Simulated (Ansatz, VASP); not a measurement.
**AlN: VASP beside Ansatz**

```xyz
2
Lattice="0.0000 2.0189 2.0189 1.9823 0.0000 2.0189 1.9823 2.0189 0.0000" Properties=species:S:1:pos:R:3 pbc="T T T"
Al    0.0000    0.0000    0.0000
N     1.9823    2.0189    2.0189
```

Change from the starting cell: uniaxial_x strain -1.8%.

Alike in both runs: task single point; functional PBE; k mesh 10 × 10 × 10; occupations fermi-dirac, width 0.02 eV; no spin polarisation.

|  | VASP | Ansatz |
| --- | --- | --- |
| version | VASP 6.6.1 | Ansatz 0.2.0 |
| potentials or method | VASP PAW PBE potentials, release 64 (Al, N) | plane waves, PAW |
| plane-wave cutoff (eV) | 520 | 420 |
| valence electrons in the cell | 8 | 8 |

Ansatz gave:

| Item | Value |
| --- | --- |
| gap on the k mesh at the Fermi level (eV) | 4.69 |
| pressure (GPa) | 11.8 |
| largest component of the traceless stress (GPa) | 4.14 |

Question: Which values does VASP return?

Answer: gap on the k mesh at the Fermi level (eV): 4.67; pressure (GPa): 11.5; largest component of the traceless stress (GPa): 4.13.

A k mesh can miss the band edges.
